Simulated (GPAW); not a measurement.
# TiAl3: relaxation of cell and atoms with PBEsol+D4

TiAl3:

```xyz
4
Lattice="3.9557 0.0000 0.0000 0.0000 3.9557 0.0000 0.0000 0.0000 3.9557" Properties=species:S:1:pos:R:3 pbc="T T T"
Ti    0.0000    0.0000    0.0000
Al    0.0000    1.9778    1.9778
Al    1.9778    0.0000    1.9778
Al    1.9778    1.9778    0.0000
```

The cell comes from a database or a generator and needn't be the stable form of this composition.

* Program: GPAW 26.7.0
* Task: relaxation of cell and atoms
* Functional: PBEsol
* Dispersion: D4
* Potentials or basis: PAW data sets generated in the run's folder for this functional
* Cutoff: 600 eV
* Basis: pw
* k mesh: 7 × 7 × 7
* Occupations: fermi-dirac, width 0.05 eV
* Spin: no spin polarisation
* Maxiter: 150
* Optimizer: BFGS
* Fmax: 0.02 eV/Å
* Max steps: 60
* Convergence: density=1e-05 forces=0.0001

```json
{"Relaxed volume": "15.14 Å³/atom", "Relaxed cell": "a = 3.927 Å, b = 3.927 Å, c = 3.927 Å, α = 90.00°, β = 90.00°, γ = 90.00°", "Space group after relaxing (to 0.05 Å)": "Pm-3m (No. 221)", "Energy gained by relaxing": "2.0 meV/atom", "Ionic steps": "3", "Pressure after relaxing": "0.1 GPa", "Band gap on the k mesh": "none (metal or under the smearing width)", "Dispersion energy per atom": "-0.197 eV"}
```

The path:
| step | energy change (eV) | largest force (eV/Å) | pressure (GPa) | volume (Å³) |
| --- | --- | --- | --- | --- |
| 1 | 0.0000 | 0.0000 | -2.37 | 61.90 |
| 2 | -0.0020 | 0.0000 | -2.11 | 61.74 |
| 3 | -0.0079 | 0.0000 | 0.05 | 60.57 |

Final structure:
```cif
data_structure
_symmetry_space_group_name_H-M 'P 1'
_symmetry_Int_Tables_number 1
_cell_length_a 3.9273
_cell_length_b 3.9273
_cell_length_c 3.9273
_cell_angle_alpha 90.000
_cell_angle_beta 90.000
_cell_angle_gamma 90.000
_cell_volume 60.57
loop_
_atom_site_label
_atom_site_type_symbol
_atom_site_fract_x
_atom_site_fract_y
_atom_site_fract_z
_atom_site_occupancy
Ti1 Ti 0.00000 0.00000 0.00000 1
Al1 Al 0.00000 0.50000 0.50000 1
Al2 Al 0.50000 0.00000 0.50000 1
Al3 Al 0.50000 0.50000 0.00000 1
```

Levels at points of the mesh, in eV from the Fermi level:
```tsv
k point	band 6	band 7	band 8	band 9	band 10	band 11	band 12	band 13	band 14	band 15
(0.00, 0.00, 0.00)	-3.23	-3.23	-2.27	-2.27	-2.27	0.08	0.08	0.08	0.61	4.19
```

Wall time 46 s on 1 thread of Arm Neoverse V2, on a shared host, peak memory 0.2 GiB.

Caveat: later steps reuse the first step's grids; pairwise dispersion overbinds metals, which lowers pressure and volume.
